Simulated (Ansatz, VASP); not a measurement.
## One calculation of CaB2, two programs

The input INCAR:

```
SYSTEM = CaB2
PREC = Accurate ; ENCUT = 520
EDIFF = 1E-6 ; ISMEAR = 0
SIGMA = 0.1 ; LREAL = .False.
LASPH = .True. ; NELM = 100
ALGO = Normal ; ISIF = 2
LWAVE = .False. ; LCHARG = .False.
GGA = PS ; NBANDS = 15
```

The input KPOINTS:

```
Automatic mesh
0
Gamma
  15 15 10
  0 0 0
```

POSCAR

```
CaB2
1.0
    3.1562554256      0.0000000000      0.0000000000
   -1.5781277128      2.7333973794      0.0000000000
    0.0000000000      0.0000000000      4.1009479840
Ca B
1 2
Direct
    0.0000000000      0.0000000000      0.0000000000
    0.3333333300      0.6666666700      0.5000000000
    0.6666666700      0.3333333300      0.5000000000
```

Input for Ansatz:

```yaml
crystal:
  lattice:
    - [3.1562554256, 0.0, 0.0]
    - [-1.5781277128, 2.7333973794, 0.0]
    - [0.0, 0.0, 4.100947984]
  atoms:
    - { symbol: Ca, position: [0.0, 0.0, 0.0] }
    - { symbol: B, position: [0.33333333, 0.66666667, 0.5] }
    - { symbol: B, position: [0.66666667, 0.33333333, 0.5] }
basis:
  ecutwfc: 420
kpoints:
  mp_grid: { grid: [15, 15, 10] }
hamiltonian:
  xc: pbesol
scf:
  occupations: { method: gaussian, width: 0.1 }
output:
  forces: true
  stress: true
  eigenvalues: true
  populations: true
```

Alike in both runs: task single point; functional PBEsol; k mesh 15 × 15 × 10; occupations gaussian, width 0.1 eV; no spin polarisation.

|  | VASP | Ansatz |
| --- | --- | --- |
| version | VASP 6.6.1 | Ansatz 0.2.0 |
| potentials or method | VASP PAW PBE potentials, release 64 (Ca_sv, B) | scalar-relativistic, plane waves, PAW |
| plane-wave cutoff (eV) | 520 | 420 |
| valence electrons in the cell | 16 | 16 |

|  | VASP | Ansatz | Ansatz less VASP |
| --- | --- | --- | --- |
| gap on the k mesh at the Fermi level (eV) | none | none | - |
| pressure (GPa) | 1.7 | 1.3 | -0.40 |
| largest component of the traceless stress (GPa) | 5.12 | 5.24 | +0.119 |

A gap of «none» marks a metal or a gap that the smearing closes. With one functional, cell and mesh, what is left measures potentials, basis and numerics.

Caveats: the PAW data sets were made with another functional, which shifts forces and pressure a little (VASP).
